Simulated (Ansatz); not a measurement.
GeO2 (P3_121), relaxed with PBEsol (Ansatz, a quantum-chemistry and plane-wave program, plane waves, PAW): a = 4.9897 Å, b = 4.9897 Å, c = 5.6916 Å, α = 90.00°, β = 90.00°, γ = 120.00°.

```
Item                                  Result
------------------------------------  ------
gap (eV)                                3.36
ΔH_f (eV/atom)                         -1.62
B₀ by P(V) fit (GPa)                    36.4
K_Hill (GPa)                            37.5
G_Hill (GPa)                            24.3
ε∞                                      3.21
ε0                                      6.42
highest Γ mode, no LO–TO term (cm⁻¹)     902
electron conductivity mass (mₑ)         0.40
Θ_D (K)                                  330
```

Question: The same phase is relaxed and computed with LDA in the same code. What are the cell and these values now?

Answer: a = 4.890 Å, b = 4.890 Å, c = 5.614 Å, α = 90.00°, β = 90.00°, γ = 120.00°.

* **gap (eV)**: 3.49
* **ΔH_f (eV/atom)**: -1.69
* **B₀ by P(V) fit (GPa)**: 39.0
* **K_Hill (GPa)**: 40.4
* **G_Hill (GPa)**: 23.1
* **ε∞**: 3.24
* **ε0**: 6.48
* **highest Γ mode, no LO–TO term (cm⁻¹)**: 919
* **electron conductivity mass (mₑ)**: 0.39
* **Θ_D (K)**: 320

All cells were relaxed under the symmetry of their starts (and spin orders); stability against distortions was not tested throughout. Scalar-relativistic: spin–orbit coupling is off unless named, which matters more the heavier the elements.

Potentials: the later of the program's two PAW sets.

Ansatz is a plane-wave DFT program.

Formation energies count from the lowest solids of the elements computed at the same level, not from gases.
